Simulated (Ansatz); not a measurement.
## The polar optical mode of ZnS at 6 GPa, worked through

Level of theory: Ansatz 0.2.0, DFT LDA, scalar-relativistic, plane waves, PAW. Settings: 420 eV plane-wave cutoff, Γ-centred 10×10×10 mesh, fixed occupations. No spin polarisation. Phonons by linear response, acoustic sum rule imposed.

The cell, relaxed at 6 GPa:
```
Zn S
1.0
     0.00000    2.59540    2.59540
     2.59540    0.00000    2.59540
     2.59540    2.59540    0.00000
Zn S
1 1
Cartesian
  0.0000 0.0000 0.0000
  3.8931 3.8931 3.8931
```

Linear response gives ν_TO = 322.4 cm⁻¹, Born charges ±1.816 e (positive on Zn) and ε∞ = 6.184. The primitive cell holds 34.966 Å³, and the masses are 65.380 and 32.060 amu.

Q: Find ν_LO and the static dielectric constant.

A: The long-wave field adds a restoring force: ω_LO² − ω_TO² = Z*²e²/(ε_vac ε∞ μV). In these units ν_LO² − ν_TO² = 4.92064×10⁷ Z*²/(μ V ε∞) cm⁻², with μ = m₁m₂/(m₁ + m₂) = 21.512 amu: 34895 cm⁻². So ν_LO = √(322.4² + 34895) = 372.6 cm⁻¹, and the run gives 372.6. Lyddane–Sachs–Teller then gives ε0 = ε∞ (ν_LO/ν_TO)² = 8.26, against 8.26 in the run (it forms both from the same three quantities, so the match checks the arithmetic only). Between ν_TO and ν_LO the dielectric function is negative and an undamped crystal reflects fully: a reststrahlen band from 26.8 to 31.0 μm.

Q: What do the Clausius–Mossotti polarisability and the Szigeti charge come to?

A: With the Lorentz local field, α = (3V/4π)(ε∞ − 1)/(ε∞ + 2) = 5.29 Å³ for the pair, and e_S = 3Z*/(ε∞ + 2) = 0.67 e. The Born charge includes the electrons' response to the dipole's own local field, and e_S takes that enhancement out. The Lorentz field assumes point-like polarisable ions, a poor picture once ε∞ is this large, since the electron clouds then overlap or are shared, so both numbers are formal here.

Q: How strongly does a slow electron couple to the LO mode?

A: For one isotropic parabolic band, Fröhlich's constant is α_F = (1/ε∞ − 1/ε0) √(m* Ry/ħω_LO), with Ry = 13.606 eV, ħω_LO = 46.2 meV and m* in free-electron masses: α_F = 0.0406 × 17.16 × √m* = 0.70 √m*. The band mass isn't part of this run; for m* = 0.1, 0.3 and 1 it gives 0.22, 0.38, 0.70. In weak coupling the polaron lies α_F ħω_LO below the band edge (18 meV at m* = 0.3) with a mass m*(1 + α_F/6); past α_F of about 5 or 6 that expansion fails. A semilocal functional's ε∞ tends to be too large, which taken alone lowers α_F.

Cost: 1 run of about 2.1 core-minutes, on Intel Xeon Processor @ 2.50GHz (Skylake/Cascade Lake) (shared hosts).

The polar mode in ZnS is only moderately split, and most of the static dielectric response is electronic. Although the Born charge lies close to the formal valence of Zn(II), this doesn't make the crystal fully ionic: it is a dynamical charge, and in a tetrahedral sp³ network it includes the electron transfer between Zn and S as the bonds stretch. The polarisable sulfur-derived valence states then screen the long-range field, which limits both the LO–TO splitting and the lattice share of ε0.

That small lattice share is also why the Fröhlich coupling stays weak for all three trial masses, pointing to large, mobile polarons rather than self-trapped electrons. The computed ε∞ is above what is known for ZnS at ambient pressure, probably because the LDA gap is too small, so the true reststrahlen band may be somewhat wider than the one given here. With a single pressure computed, the results can't show how far compression stiffens the bonds or alters the Born charge.
